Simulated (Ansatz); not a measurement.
# La2O3: the cost of one run

Program: Ansatz 0.2.0. Level of theory: DFT PBEsol, scalar-relativistic. These are calculated values, not measurements.

## (1) Starting point

Symmetry: P321, No. 150, trigonal system. Conventional cell: a = 3.930 Å, b = 3.930 Å, c = 6.120 Å, α = 90.00°, β = 90.00°, γ = 120.00°. Around La (site symmetry 3) lie 3 O at 2.14 Å. O (site symmetry 2) is surrounded by 2 O at 1.70 Å and 2 La at 2.14 Å.

Structure file:

```xyz
5
Lattice="3.9300 0.0000 0.0000 -1.9650 3.4035 0.0000 0.0000 0.0000 6.1200" Properties=species:S:1:pos:R:3 pbc="T T T"
La    0.0000    2.2690    1.5300
La    1.9650    1.1345    4.5900
O     0.4913    0.8509    0.0000
O     2.9475    0.0000    0.0000
O    -1.4738    2.5526    0.0000
```

Atoms are numbered in the order of the input: La1, La2, O3, O4, O5.

## (2) The deformed structure

Space group P321 before, P321 after.

## (3) Full-potential LAPW

input.yaml

```yaml
crystal:
  lattice:
    - [4.008600072, 0.0, 0.0]
    - [-2.004300036, 3.471549496, 0.0]
    - [0.0, 0.0, 6.12]
  atoms:
    - { symbol: La, position: [0.3333333333, 0.6666666667, 0.25] }
    - { symbol: La, position: [0.6666666667, 0.3333333333, 0.75] }
    - { symbol: O, position: [0.25, 0.25, 0.0] }
    - { symbol: O, position: [0.75, 0.0, 0.0] }
    - { symbol: O, position: [0.0, 0.75, 0.0] }
kpoints:
  mp_grid: { grid: [6, 6, 4] }
  band_path:
    path:
      - [0.0, 0.0, 0.0]
      - [0.5, 0.0, 0.0]
      - [0.3333333333, 0.3333333333, 0.0]
      - [0.0, 0.0, 0.0]
      - [0.0, 0.0, 0.5]
      - [0.5, 0.0, 0.5]
      - [0.3333333333, 0.3333333333, 0.5]
      - [0.0, 0.0, 0.5]
      - [0.5, 0.0, 0.5]
    npoints: 5
scf:
  occupations: { method: fermi_dirac, width: 0.02 }
hamiltonian:
  xc: pbesol
  pseudopotentials: { kind: all_electron, lapw: { basis_error: 0.001 } }
output:
  forces: true
  stress: true
  eigenvalues: true
```

Command:

```bash
$ ansatz run input.yaml --threads 2 --pin off --max-ram 8192MiB --backend cpu --events-out ev --progress --plain --runs-dir out
```

Q: Estimate wall time and peak memory on 2 threads of Arm Neoverse V2, shared host.

About 76 s, with a peak of 0.56 GiB.
